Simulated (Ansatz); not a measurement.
Input of an Ansatz 0.2.0 run:

The input input.yaml:

```yaml
crystal:
  lattice:
    - [-1.62547, 1.62547, 2.4737]
    - [1.62547, -1.62547, 2.4737]
    - [1.62547, 1.62547, -2.4737]
  atoms:
    - { symbol: In, position: [0.0, 0.0, 0.0] }
hamiltonian:
  xc: pbe
  pseudopotentials: { kind: paw }
kpoints:
  mp_grid: { grid: [11, 11, 11] }
scf:
  occupations: { method: gaussian, width: 0.014 }
output:
  forces: true
  stress: true
  eigenvalues: true
  write_density: true
  write_potential: true
  elf: true
  volumetric_format: npy
```

Potentials or basis: Ansatz PAW.

Launch:

```console
$ ansatz run input.yaml --threads 2 --pin off --max-ram 5632MiB --backend cpu --events-out ev --progress --plain --runs-dir out
```

(1) What does it give for the pressure?

(2) Predict the band gap on the k mesh.

Results:

(1) 2.0 GPa.

(2) none (metal or under the smearing width).
